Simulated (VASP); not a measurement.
A run of VASP 6.6.1 is set up as follows.

Contents of POSCAR:

```
CdTe
1.0
    0.0000000000      3.2799012430      3.2799012430
    3.2799012430      0.0000000000      3.2799012430
    3.2799012430      3.2799012430      0.0000000000
Cd Te
1 1
Direct
    0.0000000000      0.0000000000      0.0000000000
    0.2500000000      0.2500000000      0.2500000000
```

The input INCAR.step1:

```
ALGO = Normal
EDIFF = 1E-5
ENCUT = 520
GGA = PE
ISIF = 2
ISMEAR = 1
LASPH = T
LCHARG = F
LREAL = F
LWAVE = T
NBANDS = 16
NELM = 80
PREC = Accurate
SIGMA = 0.2
```

Contents of INCAR.step2:

```
ALGO = Normal
EDIFF = 1E-7
ENCUT = 520
GGA = PE
HFSCREEN = 0.2079
ISIF = 2
ISMEAR = 1
ISTART = 1
LASPH = T
LCHARG = F
LHFCALC = T
LREAL = F
LWAVE = F
NBANDS = 16
NELM = 80
PREC = Accurate
PRECFOCK = Normal
SIGMA = 0.2
```

The input KPOINTS:

```
k-points
0
Gamma
  4 4 4
```

Potentials or basis: VASP PAW PBE potentials, release 64 (Cd, Te).

Run with:

```console
$ cat potpaw_PBE.64/Cd/POTCAR potpaw_PBE.64/Te/POTCAR > POTCAR
$ cp INCAR.step1 INCAR
$ mpirun -np 1 vasp_std > vasp.out
$ cp INCAR.step2 INCAR
$ mpirun -np 1 vasp_std > vasp.out
```

Problem. What does it give for the pressure?

Solution. 0.2 GPa.

Problem. What does it give for the band gap on the k mesh?

Solution. 1.44 eV, direct.

Caveat: the PAW data sets were made with another functional, which shifts forces and pressure a little; spin-orbit coupling is left out, which moves the levels of the heavy elements.

**What was measured.**

From a printed reference work, data compilation, for a bulk crystal of CdTe at 0 K: band gap 1.607 eV.

Measured gap of CdTe: 1.607 eV (0 K; a printed reference work, data compilation). This calculation gives 1.44 eV (-0.16 eV). Spin-orbit coupling on Cd, Te is left out. The value is that of HSE06, without temperature or zero-point motion.
